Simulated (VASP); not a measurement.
Input of a VASP 6.6.1 run:

INCAR

```
PREC = Accurate
ENCUT = 600
EDIFF = 1E-6
ISMEAR = 0
SIGMA = 0.1
LREAL = F
LASPH = T
NELM = 100
ALGO = Fast
ISIF = 3
LWAVE = F
LCHARG = F
GGA = PE
IBRION = 2
NSW = 100
EDIFFG = -0.01
```

The input KPOINTS:

```
regular mesh
0
Gamma
  8 8 14
```

Contents of POSCAR:

```
B2As
1.0
    5.2998338532      0.0000000000      0.0000000000
    0.0000000000      5.2998338532      0.0000000000
    0.0000000000      0.0000000000      2.6152994192
B As
4 2
Direct
    0.1077362066      0.3922637934      0.0000000000
    0.3922637934      0.8922637934      0.0000000000
    0.8922637934      0.6077362066      0.0000000000
    0.6077362066      0.1077362066      0.0000000000
    0.0000000000      0.0000000000      0.0000000000
    0.5000000000      0.5000000000      0.0000000000
```

Potentials or basis: VASP PAW PBE potentials, release 64 (B, As).

Launch:

```console
$ cat potpaw_PBE.64/B/POTCAR potpaw_PBE.64/As/POTCAR > POTCAR
$ mpirun -np 1 vasp_std > vasp.out
```

(1) Predict the relaxed volume.

(2) Predict the space group after relaxing (to 0.05 Å).

## Answers

(1) 12.25 Å³/atom.

(2) P4/mbm (No. 127).
